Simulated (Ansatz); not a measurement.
## Si (Fd-3m): energy against volume by PBE and RPA

```
CELL_PARAMETERS angstrom
0.00000 2.71550 2.71550
2.71550 0.00000 2.71550
2.71550 2.71550 0.00000
ATOMIC_POSITIONS crystal
Si 0.00000 0.00000 0.00000
Si 0.25000 0.25000 0.25000
```

RPA total energy on PBE orbitals, hand-made PAW set (Ansatz); 4×4×4 mesh, wave cutoff 460 eV, correlation extrapolated to infinite response cutoff from cutoffs up to 280 eV, 8 electrons, all correlated, long-wavelength term: neglected.

A Birch-Murnaghan fit gives PBE: V0 = 20.59 Å³ an atom (lattice constants +0.9 % against the given cell), B0 = 89 GPa.

Problem. What does RPA on these orbitals give?

Solution. RPA: V0 = 20.12 Å³ an atom (lattice constants +0.2 % against the given cell), B0 = 100 GPa. The points for the whole cell, counted from the given cell:

| V/V_given | V (Å³) | PBE (meV) | Hartree-Fock expression on these orbitals (meV) | RPA (meV) |
| --- | --- | --- | --- | --- |
| 0.92 | 36.84 | 145 | 189 | 104 |
| 0.96 | 38.45 | 48 | 65 | 27 |
| 1.00 | 40.05 | 0 | 0 | 0 |
| 1.04 | 41.65 | -8 | -16 | 14 |
| 1.08 | 43.25 | 18 | 10 | 62 |

This ran on a trial build of the method. The mesh is coarse, so these are values at the stated settings, not converged ones.
